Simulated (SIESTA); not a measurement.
Crystal: GaP.

```
Ga P
1.0
     0.00000    2.72525    2.72525
     2.72525    0.00000    2.72525
     2.72525    2.72525    0.00000
Ga P
1 1
Direct
  0.00000 0.00000 0.00000
  0.75000 0.75000 0.75000
```

Base run:

```yaml
Program: SIESTA 5.4.2
Functional: vdW-DF-cx
Potentials_or_basis: PseudoDojo 0.4 standard (PBE files)
Basis: DZP (energy shift 0.002 Ry; radii capped at 9.5 bohr)
Grid_cutoff: 800 Ry
Energy_shift: 0.002 Ry
k_mesh: 8 × 8 × 8
Occupations: fermi-dirac, width 0.05 eV
Spin: no spin polarisation
```

Its results: band gap on the k mesh 1.58 eV, indirect (least direct gap 1.91 eV); pressure 2.1 GPa.

Task: The run is repeated on the same cell with these changes: functional from vdW-DF-cx to PBEsol; potentials or basis from PseudoDojo 0.4 standard (PBE files) to PseudoDojo 0.4 standard (PBEsol files). What comes out?

Result: Band gap on the k mesh 1.54 eV, indirect (least direct gap 1.91 eV); pressure 0.7 GPa.

Caveats: semicore shells carry a single zeta, which can move pressures by several GPa and volumes by a few percent; the basis of atomic orbitals isn't converged, which shifts pressures, moduli and gaps; the potentials were made for another functional, which shifts forces and pressure (some runs).

A k mesh can miss the band edges.
